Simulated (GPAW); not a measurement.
Runs of GPAW 26.7.0 on Ru. It takes space group P6_3/mmc (No. 194, hexagonal). The conventional cell has a = 2.706 Å, b = 2.706 Å, c = 4.282 Å, α = 90.00°, β = 90.00°, γ = 120.00°. Ru (site symmetry -6m2) has 12 Ru at 2.65 to 2.71 Å as nearest neighbours. 

```tsv
task	level	potentials or basis	spin	cell	k mesh	cutoff (eV)	maxiter	band path	band points	data set	spin axis theta (degrees)	other keys	gap on the mesh (eV)	pressure (GPa)	relaxed volume (Å³/atom)
band structure	LDA	JTH PAW 2.0, LDA, pw	off	as given	8 × 8 × 5	600	150	GMKGALHA,LM,KH	80	Ru jth	-	-	-	-13.0	-
relaxation of cell and atoms	PBE+D3(BJ)	GPAW PAW data sets (gpaw-data 1.2.1), pw	off	relaxed	11 × 11 × 6	600	150	-	-	-	-	-	none	0.0	13.41
single point	PBE	GPAW PAW data sets (gpaw-data 1.2.1), pw	off	as given	8 × 8 × 5	900	100	-	-	-	-	several, not listed	none	3.4	-
relaxation of cell and atoms	BLYP+D4	PAW data sets generated in the run's folder for this functional, pw	off	relaxed	8 × 8 × 5	600	150	-	-	-	-	-	none	0.0	(a)
```

Alike in all rows: smearing fermi-dirac 0.05 eV.

Estimate the missing entries.

(a) 13.77.

Caveats: later steps reuse the first step's grids (some runs); pairwise dispersion overbinds metals, which lowers pressure and volume (some runs); the program truncates these outside data sets (some runs).

A k mesh can miss the band edges, and the runs leave out spin-orbit coupling on Ru.

A gap of «none» marks a metal or a gap under the smearing width.
